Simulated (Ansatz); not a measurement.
## Forms of MgSi2N2: one energy to predict

The calculation used DFT PBE, scalar-relativistic, plane waves, PAW (Ansatz). All cells share a 420 eV cutoff and Γ-centred k meshes spaced at most about 0.3 Å⁻¹ (about 0.25 or finer for metals, 2π included). No spin polarisation.

Temperature and zero-point effects are left out. Rows are sorted by volume; energies count from the lowest form computed. Coordination counts N atoms around Mg and Si (those within 1.25 times the shortest such distance or 1.15 times the sum of covalent radii; the shortest distance is added where it is long for a bond). The table shows 6 of 7 forms computed.

```csv
row,form,source,atoms,coordination,V (Å³/atom),gap on mesh (eV),ΔE (meV/atom)
1,P6/mmm,invented,5,"Mg 6 from 2.7 Å, Si 2",12.6,0,779
2,Immm,invented,5,"Mg 4, Si 4",12.9,0.05,?
3,I4/mmm,invented,5,"Mg 2, Si 4",13.2,0,661
4,P-3m1,invented,5,"Mg 6, Si 1",13.9,0,314
5,I4/mmm,invented,5,"Mg 8 from 3.5 Å, Si 4",14.7,0,508
6,Cmmm,invented,5,"Mg 4, Si 2",14.8,0,0
```

The cell of row 2:

```
Mg Si N
1.0
    -1.31839    2.85176    4.29622
     1.31839   -2.85176    4.29622
     1.31839    2.85176   -4.29622
Mg Si N
1 2 2
Direct
  0.00000 0.00000 0.00000
  0.63453 0.13453 0.50000
  0.36547 0.86547 0.50000
  0.70405 0.50000 0.20405
  0.29595 0.50000 0.79595
```

Q: Estimate the missing energy, and say where the row ranks.

A: 0.72 eV/atom, which puts it above row 3 and below row 1. Counting N atoms around Mg and Si, row 2 has Mg 4, Si 4 and the lowest form (row 6) has Mg 4, Si 2. Row 2 holds Si–Si pairs (shortest 2.31 Å); the lowest form (row 6) holds Si–Si nets (shortest 2.33 Å).

An observed structure of this formula, if there is one, may be missing.

No dispersion correction is applied, so the spacing and binding between layers, chains or molecules are poorly described (Immm), and this can change margins and order among such cells. Cells relaxed within their symmetry can be saddle points. Some candidate types were left out of the draw beforehand, so a known form may be missing.
